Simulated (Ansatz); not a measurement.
**C: rattling a relaxed structure**

The cell was reached from a generator's guess, though it ends in a space group that the Crystallography Open Database lists for this formula.

Computed with Ansatz, DFT PBE, scalar-relativistic, plane waves, PAW. Settings: cutoff 420 eV, Γ-centred mesh 12×12×6 on the computed 4-atom cell, Gaussian smearing of 0.02 eV; no spin polarisation.

The cell below (4 atoms, space group P6_3/mmc (No. 194)) is relaxed within its symmetry.

```xyz
4
Lattice="2.5116 0.0000 0.0000 -1.2558 2.1751 0.0000 0.0000 0.0000 4.1804" Properties=species:S:1:pos:R:3 pbc="T T T"
C     1.2558    0.7250    2.3524
C     0.0000    1.4501    0.2622
C     1.2558    0.7250    3.9181
C     0.0000    1.4501    1.8279
```

For the test a repeat of it with 8 atoms (edges 2.51, 4.18, 4.35 Å) was strained at random (σ = 1.5 % a component), the atoms were moved at random (σ = 0.15 Å), and all was relaxed again on a coarse 6×4×4 mesh (in the run’s order of axes) with 0.10 eV smearing, with no symmetry imposed.

**Question.** What happens?

**Answer.** It returns, within 1 meV/atom of the unmoved cell on that mesh and with the same symmetry when read at 0.1 Å. No instability shows in this cell; modes of other wave vectors, which need another repeat, aren't tested.
